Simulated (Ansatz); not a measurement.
**Pb under changes of volume**

One of the cells (29.314 Å³/atom); the others are scaled copies at fixed shape and fractional positions:

```
CELL_PARAMETERS angstrom
3.48000 0.00000 0.00000
-1.74000 3.01377 0.00000
0.00000 0.00000 5.59000
ATOMIC_POSITIONS crystal
Pb 0.66667 0.33333 0.75000
Pb 0.33333 0.66667 0.25000
```

This isn't the form of Pb at room conditions, which is fcc.

- Program: Ansatz 0.2.0
- Functional: HSE06
- Potentials or basis: Ansatz PAW
- Cutoff: 420 eV (not typed: the program's choice for these potentials)
- k mesh: 6 × 6 × 4
- Occupations: fermi-dirac, width 0.05 eV
- Spin: no spin polarisation

```tsv
volume (Å³/atom)	energy over the lowest point (meV/atom)	pressure (GPa)
27.555	69.26	6.4
28.141	48.02	5.2
28.727	30.75	4.1
29.314	17.35	3.0
29.900	?	?
30.486	2.16	1.0
31.073	0.00	0.1
```

Question: What does the run at 29.900 Å³/atom give?

Answer: Energy over the lowest point 7.85 meV/atom; pressure 2.0 GPa.

Worked out: A Birch-Murnaghan fit of order 3 (a polynomial in V^(-2/3)) to the other rows has its minimum at 31.13 Å³/atom, just outside them, with B0 = V·E''(V) = 51 GPa (rough, since the energies scatter) at fixed shape and positions, which overstates the stiffness. It gives 7.89 meV/atom at 29.900 Å³/atom, against the run's 7.85, and -dE/dV = 2.1 GPa, against 2.0.

Energies are extrapolated to zero smearing.

Caveats: the PAW data sets come from PBE, with cores solved anew for the run's functional, which leaves a small shift of forces and pressure; the thresholds are loose for stress.
